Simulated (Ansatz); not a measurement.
## A vibration from a frozen displacement in AlGa3N4

The calculation used DFT PBEsol, scalar-relativistic, plane waves, PAW in Ansatz. The runs took a 420 eV cutoff, a Γ-centred 6×8×6 mesh and Gaussian smearing (0.05 eV). No spin polarisation. Energies are free energies at this smearing, counted from the undisturbed cell; pressure is positive in compression.

The starting cell (relaxed at this level; it needn't be the usual structure):

```
Al Ga N
1.0
     5.14235    0.00000    0.00012
     0.00000    3.16498    0.00000
    -0.00359    0.00000    5.47849
Al Ga N
1 3 4
Direct
  0.00060 0.50000 0.66736
  0.49912 0.50000 0.33492
  0.49903 0.00000 0.83156
  0.99986 0.00000 0.16618
  0.11967 0.50000 0.34010
  0.11765 0.00000 0.82638
  0.62044 0.00000 0.16622
  0.63123 0.50000 0.66730
```

Every N atom is moved by x along the Cartesian unit vector (-0.814, 0.000, 0.581); the cell and all other atoms stay fixed. The cell's volume is 89.17 Å³; the moved atoms weigh 56.028 u together and the others 236.151 u.

| x (Å) | ΔE (meV/cell) | total force on the moved atoms along the move (eV/Å) | pressure (GPa) |
| --- | --- | --- | --- |
| -0.2000 | 1057.82 | 10.9965 | 4.3200 |
| -0.1500 | 583.95 | 7.9939 | 2.3698 |
| -0.1000 | 255.22 | 5.1843 | 1.0160 |
| -0.0500 | 62.90 | 2.5317 | 0.2313 |
| 0.0000 | 0.00 | 0.0019 | -0.0076 |
| 0.0500 | 61.20 | -2.4372 | 0.2799 |
| 0.1000 | 242.69 | -4.8146 | 1.0774 |
| 0.1500 | 542.05 | -7.1558 | 2.3726 |
| 0.1750 | 735.50 | -8.3203 | 3.2035 |
| 0.2000 | 958.05 | -9.4840 | 4.1554 |

Task: What frequency belongs to this motion?

Result: The force constant is k = −dF/dx = 49.689 eV/Å², from the parabola through x = -0.0500, 0 and 0.0500. In every cell the moved atoms swing against the rest, so the mass is μ = m₁m₂/(m₁ + m₂) = 45.284 u, and ν̃ = 521.5 cm⁻¹ × √(|k|/μ) = 546 cm⁻¹. The pattern needn't be a normal mode: ν̃² is then a weighted mean of the squared nonzero frequencies at the zone centre of this cell, taken without macroscopic field, so it lies between the lowest and the highest of them.

Task: How far does the harmonic law reach?

Result: At x = -0.200 Å, kx²/2 = 993.78 meV against the computed 1057.82 meV (+6.4 %): the well is still close to harmonic there.